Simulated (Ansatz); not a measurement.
# BN: the cost of one run

Method: DFT PBE, scalar-relativistic, plane waves, PAW, in Ansatz 0.2.0.

2 further runs of the same task are left out: 2 set aside as unsound or not needed.

**1. Starting point**

Symmetry: P6_3mc, No. 186, hexagonal system. Conventional cell: a = 2.555 Å, b = 2.555 Å, c = 4.225 Å, α = 90.00°, β = 90.00°, γ = 120.00°. Around B (site symmetry 3m) lie 4 N at 1.57 to 1.58 Å. Around N (site symmetry 3m) lie 4 B at 1.57 to 1.58 Å.

As a file:

```
CELL_PARAMETERS angstrom
2.55458 0.00000 0.00000
-1.27729 2.21233 0.00000
0.00000 0.00000 8.44903
ATOMIC_POSITIONS crystal
B 0.66667 0.33333 0.49990
B 0.66667 0.33333 0.99990
B 0.33333 0.66667 0.24990
B 0.33333 0.66667 0.74990
N 0.66667 0.33333 0.31260
N 0.66667 0.33333 0.81260
N 0.33333 0.66667 0.06260
N 0.33333 0.66667 0.56260
```

It goes back to an entry of the Materials Project, which need not be the stable form.

It is built from the cell relaxed beforehand with the same method (5.97 Å³/atom).

**2. Zero of energy**

The cell is repeated 2 times, 8 atoms in all. The reference gives a free energy of -2168.9657 eV, pressure -0.01 GPa, largest force 0.001 eV/Å and gap on the mesh 5.23 eV. It was computed beforehand with the settings of the runs below.

**3. Next: freezing in a mode**

Mode 8 of the phonon run on this cell, counted from the lowest, is frozen in: each atom moves by x times its row below, so x is the largest displacement.

```
atom      ux      uy     uz
  B1  -0.660  -0.660  0.000
  B2  -0.660  -0.660  0.000
  B3   0.660   0.660  0.000
  B4   0.660   0.660  0.000
  N5   0.707   0.707  0.000
  N6   0.707   0.707  0.000
  N7  -0.707  -0.707  0.000
  N8  -0.707  -0.707  0.000
```

**4. Point x = -0.300 Å**

Contents of input.yaml:

```yaml
crystal:
  lattice:
    - [2.554580096, 0.0, 0.0]
    - [-1.277290048, 2.2123312591, 0.0]
    - [0.0, 0.0, 8.4490290704]
  atoms:
    - { symbol: B, position: [0.7889822423, 0.4228745493, 0.4999029273] }
    - { symbol: B, position: [0.7889822423, 0.4228745493, 0.9999029273] }
    - { symbol: B, position: [0.2110177577, 0.5771254507, 0.2499029273] }
    - { symbol: B, position: [0.2110177577, 0.5771254507, 0.7499029273] }
    - { symbol: "N", position: [0.5356836836, 0.2374471348, 0.3125970727] }
    - { symbol: "N", position: [0.5356836836, 0.2374471348, 0.8125970727] }
    - { symbol: "N", position: [0.4643163164, 0.7625528652, 0.0625970727] }
    - { symbol: "N", position: [0.4643163164, 0.7625528652, 0.5625970727] }
basis:
  ecutwfc: 420
kpoints:
  mp_grid: { grid: [12, 12, 4] }
hamiltonian:
  xc: pbe
scf:
  occupations: { method: gaussian, width: 0.05 }
output:
  forces: true
  stress: true
  eigenvalues: true
```

Command:

```console
> ansatz run input.yaml --threads 2 --pin off --max-ram 5120MiB --backend cpu --events-out ev --progress --plain --runs-dir out
```

**Question.** How long does this run take on 2 threads of AMD EPYC 9R45 (Zen 5), shared host, and how much memory does it need?

About 3.5 s, with a peak of 0.56 GiB.
